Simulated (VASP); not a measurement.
A run of VASP 6.6.1 is set up as follows.

Contents of INCAR:

```
SYSTEM = Sb
  PREC = Accurate
  ENCUT = 600
  EDIFF = 1E-7
  ISMEAR = 1
  SIGMA = 0.1
  LREAL = .False.
  LASPH = .True.
  NELM = 80
  ALGO = Normal
  ISIF = 3
  LWAVE = .False.
  LCHARG = .False.
  GGA = MK
  LUSE_VDW = .True.
  AGGAC = 0.0
  PARAM1 = 0.1234
  PARAM2 = 0.711357
  ZAB_VDW = -1.8867
  IBRION = 2
  NSW = 90
  EDIFFG = -0.005
```

Contents of KPOINTS:

```
Automatic mesh
0
Gamma
  12 12 10
  0 0 0
```

The input POSCAR:

```
Sb                                      
1.0
    2.1812746340      1.2593594971      3.7715458454
   -2.1812746340      1.2593594971      3.7715458454
   -0.0000000000     -2.5187189943      3.7715458454
  Sb            
     2
Direct
     0.2347955342807258    0.2347955342807258    0.2347955342807258
     0.7652044657192743    0.7652044657192743    0.7652044657192743
```

Potentials or basis: VASP PAW PBE potentials, release 64 (Sb).

Run with:

```sh
$ cat potpaw_PBE.64/Sb/POTCAR > POTCAR
$ mpirun -np 1 vasp_std > vasp.out
```

Problem. Estimate the band gap on the k mesh.

Solution. None (metal or under the smearing width).

Final structure:
```yaml
crystal:
  lattice:
    - [2.18127, 1.25936, 3.77155]
    - [-2.18127, 1.25936, 3.77155]
    - [0.00000, -2.51872, 3.77155]
  atoms:
    - { symbol: Sb, position: [0.23480, 0.23480, 0.23480] }
    - { symbol: Sb, position: [0.76520, 0.76520, 0.76520] }
```

Caveat: the relaxation stopped at its first step, so nothing moved. Spin-orbit coupling is left out, which matters for the levels of Sb.
